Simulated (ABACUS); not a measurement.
# Sn (Immm) in ABACUS: reference runs

How does Sn come out in PBE? The cell is run as given and disturbed.

Program: ABACUS 3.10.1. These are calculated values, not measurements. Logs are shortened: lines on timing, memory, paths and dates and some standing lists are left out, and cuts for length are marked.

## 1. The structure

It takes space group Immm (No. 71, orthorhombic). The conventional cell has a = 3.453 Å, b = 3.551 Å, c = 4.677 Å, α = 90.00°, β = 90.00°, γ = 90.00°. Sn (site symmetry mmm) has 12 Sn at 3.41 to 3.55 Å as nearest neighbours.

This isn't the form of Sn at room conditions, which is tetragonal (white tin).

## 2. Single point, PBE

File INPUT:

```
INPUT_PARAMETERS
suffix              Sn
calculation         scf
basis_type          pw
pseudo_dir          ./
symmetry            1
dft_functional      pbe
ecutwfc             73
pseudo_rcut         10
nspin               1
nbands              11
ks_solver           dav
smearing_method     fd
smearing_sigma      0.00367493
scf_thr             1e-08
scf_nmax            100
mixing_type         broyden
mixing_beta         0.7
cal_force           1
cal_stress          1
kpar                4
```

File STRU:

```
ATOMIC_SPECIES
Sn 118.7100 Sn.upf

LATTICE_CONSTANT
1.8897261246

LATTICE_VECTORS
-1.7265390000 1.7755470000 2.3383420000
1.7265390000 -1.7755470000 2.3383420000
1.7265390000 1.7755470000 -2.3383420000

ATOMIC_POSITIONS
Direct

Sn
0.0
1
0.0000000000 0.0000000000 0.0000000000 1 1 1
```

File KPT:

```
K_POINTS
0
Gamma
11 11 11 0 0 0
```

Potentials or basis: PseudoDojo NC SR 0.4.1 PBE standard, plane waves.

Command:

```sh
> OMP_NUM_THREADS=1 mpirun -np 4 abacus > log
```

running log:

```text
ABACUS v3.10.1

               Atomic-orbital Based Ab-initio Computation at UStc

 ------------------------------------------------------------------------------------

 READING GENERAL INFORMATION
                           global_out_dir = OUT.Sn/
                           global_in_card = INPUT
                               pseudo_dir = ./
                              orbital_dir =
                                    DSIZE = 4
                                    GSIZE = 1

 READING UNITCELL INFORMATION
                                    ntype = 1
                  lattice constant (Bohr) = 1.88973
              lattice constant (Angstrom) = 1

 READING ATOM TYPE 1
                               atom label = Sn
                      L=0, number of zeta = 1
                      L=1, number of zeta = 1
                      L=2, number of zeta = 1
             number of atom for this type = 1

                        TOTAL ATOM NUMBER = 1
DIRECT COORDINATES
    atom                   x                   y                   z     mag                  vx                  vy                  vz
taud_Sn1            0.0000000000        0.0000000000        0.0000000000  0.0000        0.0000000000        0.0000000000        0.0000000000

                          Volume (Bohr^3) = 193.497
                             Volume (A^3) = 28.6732

 Lattice vectors: (Cartesian coordinate: in unit of a_0)
             -1.72654            +1.77555            +2.33834
             +1.72654            -1.77555            +2.33834
             +1.72654            +1.77555            -2.33834
 Reciprocal vectors: (Cartesian coordinate: in unit of 2 pi/a_0)
                   +0           +0.281603           +0.213827
            +0.289597                  +0           +0.213827
            +0.289597           +0.281603                  +0
 The esolver type has been set to : ksdft_pw

                PAO radial cut off (Bohr) = 10

 Read in pseudopotential file is Sn.upf
                     pseudopotential type = NC
          exchange-correlation functional = PBE
                 nonlocal core correction = 1
                        valence electrons = 14
                                     lmax = 2
                           number of zeta = 3
                     number of projectors = 6
                           L of projector = 0
                           L of projector = 0
                           L of projector = 1
                           L of projector = 1
                           L of projector = 2
                           L of projector = 2
     initial pseudo atomic orbital number = 9

 SETUP THE ELECTRONS NUMBER
            electron number of element Sn = 14
      total electron number of element Sn = 14
            AUTOSET number of electrons:  = 14
                           occupied bands = 7
                                   NBANDS = 11
                                   NLOCAL = 9

%%%%%%%%%%%%%%%%%%%%%%%%%%%%%%%%%%%%%%%%%%%%%%%%%%%%%%%%%%%%%%%%%%%%%%%%%%%%%%%%%%%%%%%%%%%%%%%%%%%%%%%%%%
 Warning: the number of valence electrons in pseudopotential > 4 for Sn: [Kr] 4d10 5s2 5p2
 Pseudopotentials with additional electrons can yield (more) accurate outcomes, but may be less efficient.
 If you're confident that your chosen pseudopotential is appropriate, you can safely ignore this warning.
%%%%%%%%%%%%%%%%%%%%%%%%%%%%%%%%%%%%%%%%%%%%%%%%%%%%%%%%%%%%%%%%%%%%%%%%%%%%%%%%%%%%%%%%%%%%%%%%%%%%%%%%%%

 SETUP THE PLANE WAVE BASIS
 energy cutoff for charge/potential (unit:Ry) = 292
            fft grid for charge/potential = [ 36, 36, 36 ]
                        fft grid division = [ 1, 1, 1 ]
        big fft grid for charge/potential = [ 36, 36, 36 ]
                                     nbxx = 46656
                                     nrxx = 46656

 SETUP PLANE WAVES FOR CHARGE/POTENTIAL
                    number of plane waves = 16307
                         number of sticks = 965

 PARALLEL PW FOR CHARGE/POTENTIAL
     PROC   COLUMNS(POT)             PW
        1            965          16307
 --------------- sum -------------------
        1            965          16307
                            number of |g| = 2278
                                  max |g| = 26.4027
                                  min |g| = 0

----------- Double Check Mixing Parameters Begin ------------
mixing_type: broyden
mixing_beta: 0.7
mixing_gg0: 1
mixing_gg0_min: 0.1
mixing_ndim: 8
----------- Double Check Mixing Parameters End ------------

 LATTICE VECTORS: (CARTESIAN COORDINATE: IN UNIT OF A0)
             -1.72654            +1.77555            +2.33834
             +1.72654            -1.77555            +2.33834
             +1.72654            +1.77555            -2.33834
                       right hand lattice = 1
                                   NORM_A = 3.40608
                                   NORM_B = 3.40608
                                   NORM_C = 3.40608
                           ALPHA (DEGREE) = 119.085
                           BETA  (DEGREE) = 117.163
                           GAMMA (DEGREE) = 93.2893

 The lattice vectors have been changed (STRU_SIMPLE.cif)

(for optimal symmetric configuration:)
                             BRAVAIS TYPE = 9
                     BRAVAIS LATTICE NAME = 09. Orthorhombic I (body-centered)
                                    ibrav = 9
                                    IBRAV = 9
                                  BRAVAIS = BODY CENTERED ORTHORHOMBIC CELL
                       LATTICE CONSTANT A = 3.45308
                                B/A RATIO = 1.02839
                                C/A RATIO = 1.35435
Original cell was already a primitive cell.
                        ROTATION MATRICES = 8
              PURE POINT GROUP OPERATIONS = 8
                   SPACE GROUP OPERATIONS = 8
                                       C2 = 3
                                       C3 = 0
                                       C4 = 0
                                       C6 = 0
                                       S1 = 3
                                       S3 = 0
                                       S4 = 0
                                       S6 = 0
                              POINT GROUP = D_2h
                                       C2 = 3
                                       C3 = 0
                                       C4 = 0
                                       C6 = 0
                                       S1 = 3
                                       S3 = 0
                                       S4 = 0
                                       S6 = 0
               POINT GROUP IN SPACE GROUP = D_2h

 SETUP K-POINTS
                                    nspin = 1
                   Input type of k points = Monkhorst-Pack(Gamma)
                                   nkstot = 1331
                       right hand lattice = 1
(for reciprocal lattice: )
                             BRAVAIS TYPE = 10
                     BRAVAIS LATTICE NAME = 10. Orthorhombic F (face-centered)
                                    ibrav = 10
                       right hand lattice = 1
(for k-lattice: )
                             BRAVAIS TYPE = 10
                     BRAVAIS LATTICE NAME = 10. Orthorhombic F (face-centered)
                                    ibrav = 10
                       right hand lattice = 1
                        ROTATION MATRICES = 8
                               nkstot_ibz = 216
K-POINTS REDUCTION ACCORDING TO SYMMETRY
     IBZ    DIRECT_X    DIRECT_Y    DIRECT_Z  WEIGHT  ibz2bz
       1  0.00000000  0.00000000  0.00000000  0.0008       0
       2  0.00000000 -0.09090909  0.09090909  0.0030       1
       3  0.00000000 -0.18181818  0.18181818  0.0030       2
       4  0.00000000 -0.27272727  0.27272727  0.0030       3
       5  0.00000000 -0.36363636  0.36363636  0.0030       4
       6  0.00000000 -0.45454545  0.45454545  0.0030       5
[... 22 lines left out ...]
      29 -0.27272727  0.00000000  0.27272727  0.0030      33
      30 -0.27272727 -0.09090909  0.36363636  0.0060      34
[... 186 further k points ...]

                               nkstot now = 216
[... K-POINTS DIRECT COORDINATES: 216 rows ...]

           k-point number in this process = 54
       minimum distributed K point number = 54
[... stars of the k points ...]

[... K-POINTS CARTESIAN COORDINATES: 54 rows ...]

[... K-POINTS DIRECT COORDINATES: 54 rows ...]

 SETUP PLANE WAVES FOR WAVE FUNCTIONS
     energy cutoff for wavefunc (unit:Ry) = 73
              fft grid for wave functions = [ 36, 36, 36 ]
                    number of plane waves = 2909
                         number of sticks = 303

 PARALLEL PW FOR WAVE FUNCTIONS
     PROC   COLUMNS(POT)             PW
        1            303           2909
 --------------- sum -------------------
        1            303           2909

 SETUP NONLOCAL PSEUDOPOTENTIALS IN PLANE WAVE BASIS
 Sn non-local projectors:
 projector 1 L=0
 projector 2 L=0
 projector 3 L=1
 projector 4 L=1
 projector 5 L=2
 projector 6 L=2
      TOTAL NUMBER OF NONLOCAL PROJECTORS = 18

 Init Non-Local PseudoPotential table :
 Init Non-Local-Pseudopotential done.

                                     npwx = 2052

 Make real space PAO into reciprocal space.
       max mesh points in Pseudopotential = 1001
     dq(describe PAO in reciprocal space) = 0.01
                                    max q = 1030

 number of pseudo atomic orbitals for Sn is 3
WARNING: norm of atomic wavefunction # 2 of atomic type Sn is 0.999999, renormalized
WARNING: norm of atomic wavefunction # 3 of atomic type Sn is 0.999616, renormalized

 -------------------------------------------
 SELF-CONSISTENT
 -------------------------------------------
                                 init_chg = atomic

 PW ALGORITHM --------------- ION=   1  ELEC=   1--------------------------------
 Notice: Threshold on eigenvalues was too large.
 hsover_error=0.14 > DRHO=0.0026236
 Origin diag ethr = 0.01
 New diag ethr = 1.874e-05

 Density error is 0.00259693932909
                          Error Threshold = 1.87399906035e-05
----------------------------------------------------------
     Energy           Rydberg                 eV
----------------------------------------------------------
 E_KohnSham     -157.6110448731      -2144.4082780075
 E_Harris       -158.0468150173      -2150.3372349869
 E_Fermi        0.7710050767         10.4900622298
----------------------------------------------------------
[... 39 lines left out ...]
 Density error is 6.45286062414e-09
                          Error Threshold = 9.86559881257e-10
----------------------------------------------------------
     Energy           Rydberg                 eV
----------------------------------------------------------
 E_KohnSham     -157.6113949669      -2144.4130412790
 E_KS(sigma->0) -157.6112655759      -2144.4112808239
 E_Harris       -157.6107633082      -2144.4044471208
 E_band         -6.4016671512        -87.0991499562
 E_one_elec     -50.0918895439       -681.5351213843
 E_Hartree      34.3963040501        467.9857252213
 E_xc           -44.0507288415       -599.3409132977
 E_Ewald        -97.8648218495       -1331.5192109082
 E_entropy(-TS) -0.0002587820        -0.0035209102
 E_descf        0.0000000000         0.0000000000
 E_exx          0.0000000000         0.0000000000
 E_Fermi        0.7663675501         10.4269654432
----------------------------------------------------------

 charge density convergence is achieved
 final etot is -2144.4130413 eV
 EFERMI = 10.426965443 eV

 STATE ENERGY(eV) AND OCCUPATIONS    NSPIN == 1
 1/54 kpoint (Cartesian) = 0.0000 0.0000 0.0000 (2025 pws)
       1       -11.1559     0.00150263
       2       -11.1408     0.00150263
       3       -11.1212     0.00150263
       4       -11.0927     0.00150263
       5       -11.0587     0.00150263
       6      -0.339928     0.00150263
       7        17.4564    1.31875e-64
       8        17.6053    6.71061e-66
       9        18.0021    2.40071e-69
      10        21.3191        0.00000
      11        21.5260        0.00000
[... 53 lines left out ...]
 6/54 kpoint (Cartesian) = 0.0000 0.12800 -0.097194 (2042 pws)
       1       -11.1409     0.00601052
       2       -11.1389     0.00601052
       3       -11.1229     0.00601052
       4       -11.0250     0.00601052
       5       -11.0029     0.00601052
       6        3.31880     0.00601052
       7        6.37892     0.00601052
       8        15.7198    6.39120e-49
       9        16.4492    2.95301e-55
      10        20.0707    1.03339e-86
      11        20.6589        0.00000

[... levels at 48 further k points ...]

------------------------------------------------------------------------------------------
 TOTAL-FORCE (eV/Angstrom)
------------------------------------------------------------------------------------------
                       Sn1         0.0000000000         0.0000000000         0.0000000000
------------------------------------------------------------------------------------------

----------------------------------------------------------------
 TOTAL-STRESS (KBAR)
----------------------------------------------------------------
        -3.0815916301         0.0000000000        -0.0000000000
        -0.0000000000       -20.0368033583        -0.0000000000
         0.0000000000         0.0000000000        -5.9378103054
----------------------------------------------------------------
 TOTAL-PRESSURE: -9.685402 KBAR

 --------------------------------------------
 !FINAL_ETOT_IS -2144.4130412790259470 eV
 --------------------------------------------
```

It took 19 s on 4 MPI ranks of Intel Xeon Platinum 8488C (Sapphire Rapids), shared host; peak memory 0.32 GiB.

What came out:

```
Free energy            : -2144.4130 eV
Pressure               : -1.0 GPa
Band gap on the k mesh : none (metal or under the smearing width)
```

Stress tensor (GPa, compression positive):
```
-0.31  0.00  0.00
 0.00 -2.00  0.00
 0.00  0.00 -0.59
```

Levels at points of the mesh, in eV from the Fermi level:
| k point | band 5 | band 6 | band 7 | band 8 | band 9 |
| --- | --- | --- | --- | --- | --- |
| (0.00, 0.00, 0.00) | -21.49 | -10.77 | 7.03 | 7.18 | 7.58 |

## 3. Single point, PBE (cell strained at random at fixed volume)

Edit INPUT of step 2 so:

```diff
@@ -20,2 +20,4 @@
 cal_stress          1
-kpar                4
+out_chg             1
+out_pot             2
+out_elf             1
```

File STRU:

```
ATOMIC_SPECIES
Sn 118.7100 Sn.upf

LATTICE_CONSTANT
1.8897261246

LATTICE_VECTORS
-1.6657680000 1.7656330000 2.2958090000
1.7444190000 -1.7990580000 2.3792620000
1.6823800000 1.8152120000 -2.3211890000

ATOMIC_POSITIONS
Direct

Sn
0.0
1
-0.0049540000 -0.0116520000 -0.0033020000 1 1 1
```

KPT is that of step 2.

Potentials or basis: PseudoDojo NC SR 0.4.1 PBE standard, plane waves.

Command:

```sh
> OMP_NUM_THREADS=1 mpirun -np 4 abacus > log
```

Wall time 74 s (4 MPI ranks of Intel Xeon Platinum 8488C (Sapphire Rapids), shared host); peak memory 0.48 GiB.

Results (log left out):

```
Free energy            : -2144.4080 eV
Pressure               : -0.9 GPa
Band gap on the k mesh : none (metal or under the smearing width)
```

Stress tensor (GPa, compression positive):
```
-0.08 -0.02 -0.62
-0.02 -1.93  0.18
-0.62  0.18 -0.82
```

Levels at points of the mesh, in eV from the Fermi level:
```tsv
k point	band 3	band 4	band 5	band 6	band 7	band 8	band 9
(0.00, 0.00, 0.00)	-21.55	-21.52	-21.49	-10.77	6.76	7.10	7.81
```
